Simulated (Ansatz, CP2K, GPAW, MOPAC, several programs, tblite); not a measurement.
**ZnGeP2: cheap methods against density-functional theory**

How much accuracy does each second buy? ZnGeP2 is computed with 10 methods, from the cheapest up to r2SCAN.

Program: MOPAC, tblite, CP2K, Ansatz, GPAW (versions at each run). Level of theory: no spin polarisation, static lattice; gaps from single points on the cell relaxed beforehand with r²SCAN. These are calculated values, not measurements.

## (1) The structure to begin with

Symmetry: I-42d, No. 122, tetragonal system. Conventional cell: a = 5.447 Å, b = 5.447 Å, c = 10.731 Å, α = 90.00°, β = 90.00°, γ = 90.00°. Zn (site symmetry -4) has 4 P at 2.36 Å as nearest neighbours. Ge (site symmetry -4) is surrounded by 4 P at 2.33 Å. Around P (site symmetry 2) lie 2 Ge at 2.33 Å and 2 Zn at 2.36 Å.

Structure file:

```
Zn Ge P
1.0
    -2.72333    2.72333    5.36562
     2.72333   -2.72333    5.36562
     2.72333    2.72333   -5.36562
Zn Ge P
2 2 4
Direct
  0.00000 0.00000 0.00000
  0.75000 0.25000 0.50000
  0.50000 0.50000 0.00000
  0.25000 0.75000 0.50000
  0.37500 0.37921 0.50421
  0.62079 0.12500 0.99579
  0.87500 0.87079 0.49579
  0.12921 0.62500 0.00421
```

**Question.** The methods are PM6, PM7, GFN1-xTB (tblite), GFN2-xTB (tblite), PBE/DZVP, PBE/SZV, coarse PBE, GLLB-SC, PBE, r2SCAN. What gap does r2SCAN give on this cell, and which other methods (full PBE left aside) come nearest to r2SCAN and farthest in gap, volume and bulk modulus?

| quantity | value |
| --- | --- |
| r2SCAN | gap 1.43 eV, 19.90 Å³/atom, B₀ 85 GPa |
| gap: nearest and farthest of the other methods | GFN1-xTB (tblite) (-0.12 eV), GLLB-SC (+0.56 eV) |
| volume: nearest and farthest of the other methods | coarse PBE (+3.5 %), GFN1-xTB (tblite) (+8.9 %) |
| bulk modulus: nearest and farthest of the other methods | PBE/SZV (-10 %), GFN2-xTB (tblite) (-36 %) |

What this shows: For the gap, of the 6 methods compared (full PBE left aside), GFN1-xTB (tblite) comes nearest to r2SCAN and GLLB-SC is farthest. For the volume, of the 5 methods compared (full PBE left aside), coarse PBE comes nearest to r2SCAN and GFN1-xTB (tblite) is farthest. For the bulk modulus, of the 5 methods compared (full PBE left aside), PBE/SZV comes nearest to r2SCAN and GFN2-xTB (tblite) is farthest. A minimal basis or a coarse cutoff and mesh shifts results by its own error, so closeness to r2SCAN can be chance. Cluster runs see only the k-points that fold onto the zone centre, so their gaps can miss the band edges. GLLB-SC is compared with its derivative discontinuity added. PM7, PM6 ended in an unphysical state and are left out of the comparison. CPU times run from 4.8 s (GFN1-xTB (tblite)) to 86 s (GLLB-SC). On this cell GLLB-SC cost more than r2SCAN itself (59 s), so it is no saving here. r2SCAN is a yardstick, not the truth: it usually gives gaps below the measured ones.
